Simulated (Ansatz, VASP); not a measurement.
**One calculation of SrCl2, two programs**

```
Sr Cl
1.0
     0.00000    3.48835    3.48835
     3.48835    0.00000    3.48835
     3.48835    3.48835    0.00000
Sr Cl
1 2
Direct
  0.00000 0.00000 0.00000
  0.75000 0.75000 0.75000
  0.25000 0.25000 0.25000
```

Alike in both runs: functional RPBE; k mesh 4 × 4 × 4; occupations fermi-dirac, width 0.05 eV; no spin polarisation.

|  | VASP | Ansatz |
| --- | --- | --- |
| version | VASP 6.6.1 | Ansatz 0.2.0 |
| potentials or method | VASP PAW PBE potentials, release 64 (Sr_sv, Cl) | Ansatz PAW |
| plane-wave cutoff (eV) | 520 | 420 |
| valence electrons in the cell | 24 | 24 |
| task | single point | projected density of states |

|  | VASP | Ansatz | Ansatz less VASP |
| --- | --- | --- | --- |
| gap on the k mesh at the Fermi level (eV) | 5.68 | 5.68 | +0.001 |
| least direct gap on the mesh (eV) | 5.74 | 5.74 | +0.003 |
| pressure (GPa) | 3.1 | 3.0 | -0.08 |

Caveats: the PAW data sets were made with another functional, which shifts forces and pressure a little (VASP); the PAW data sets come from PBE, with cores solved anew for the run's functional, which leaves a small shift of forces and pressure (Ansatz); the density of states is complete only up to the lowest level of the last band computed (Ansatz). A k mesh can miss the band edges.
